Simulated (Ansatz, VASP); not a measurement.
## CdSe in VASP and in Ansatz

```
CELL_PARAMETERS angstrom
0.00000 2.85467 2.85467
2.85467 0.00000 2.85467
2.85467 2.85467 0.00000
ATOMIC_POSITIONS crystal
Cd 0.00000 0.00000 0.00000
Se 0.50000 0.50000 0.50000
```

Change from the starting cell: volume scaled by 0.98.

Alike in both runs: task single point; functional PBE; k mesh 8 × 8 × 8; occupations fermi-dirac, width 0.05 eV; no spin polarisation.

|  | VASP | Ansatz |
| --- | --- | --- |
| version | VASP 6.6.1 | Ansatz 0.2.0 |
| potentials or method | VASP PAW PBE potentials, release 64 (Cd, Se), cutoff 520 eV | all-electron LAPW, scalar-relativistic |

Ansatz gave:

```
gap on the k mesh at the Fermi level (eV) : none
pressure (GPa)                            : 0.9
```

What did VASP give for the same quantities?

gap on the k mesh at the Fermi level (eV): none; pressure (GPa): 1.3.

A gap of «none» marks a metal or a gap that the smearing closes. Ansatz ran all-electron here, so the differences hold the error of VASP's frozen core and of both bases.
